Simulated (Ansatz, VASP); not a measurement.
# HfC: VASP beside Ansatz

Contents of INCAR:

```
  ALGO = Normal
  EDIFF = 1E-6
  ENCUT = 520
  GGA = PS
  ISIF = 2
  ISMEAR = -1
  LASPH = T
  LCHARG = F
  LREAL = F
  LWAVE = F
  NBANDS = 14
  NELM = 80
  PREC = Accurate
  SIGMA = 0.05
```

KPOINTS

```
k-points
0
Gamma
  10 10 10
```

Contents of POSCAR:

```
HfC
1.0
    0.0000000000      2.3403977997      2.3403977997
    2.3403977997      0.0000000000      2.3403977997
    2.3403977997      2.3403977997      0.0000000000
Hf C
1 1
Direct
    0.5000000000      0.5000000000      0.5000000000
    0.0000000000      0.0000000000      0.0000000000
```

input.yaml

```yaml
crystal:
  lattice:
    - [0.0, 2.3403977997, 2.3403977997]
    - [2.3403977997, 0.0, 2.3403977997]
    - [2.3403977997, 2.3403977997, 0.0]
  atoms:
    - { symbol: Hf, position: [0.5, 0.5, 0.5] }
    - { symbol: C, position: [0.0, 0.0, 0.0] }
kpoints:
  mp_grid: { grid: [10, 10, 10] }
scf:
  occupations: { method: fermi_dirac, width: 0.05 }
hamiltonian:
  xc: pbesol
  pseudopotentials: { kind: all_electron, lapw: { basis_error: 0.0005 } }
output:
  forces: true
  stress: true
  eigenvalues: true
```

Change from the starting cell: volume scaled by 1.02.

Alike in both runs: task single point; functional PBEsol; k mesh 10 × 10 × 10; occupations fermi-dirac, width 0.05 eV; no spin polarisation.

|  | VASP | Ansatz |
| --- | --- | --- |
| version | VASP 6.6.1 | Ansatz 0.2.0 |
| potentials or method | VASP PAW PBE potentials, release 64 (Hf_pv, C) | all-electron LAPW, scalar-relativistic |
| plane-wave cutoff (eV) | 520 | see its input |

VASP gave:

| Quantity | Value |
| --- | --- |
| gap on the k mesh at the Fermi level (eV) | none |
| pressure (GPa) | -11.3 |

Task: Which values does Ansatz return?

Result: gap on the k mesh at the Fermi level (eV): none; pressure (GPa): -10.7.

A gap of «none» marks a metal or a gap that the smearing closes. Ansatz ran all-electron here, so the differences hold the error of VASP's frozen core and of both bases.

Caveats: the PAW data sets were made with another functional, which shifts forces and pressure a little (VASP). Spin-orbit coupling is left out, which matters for the levels of Hf.
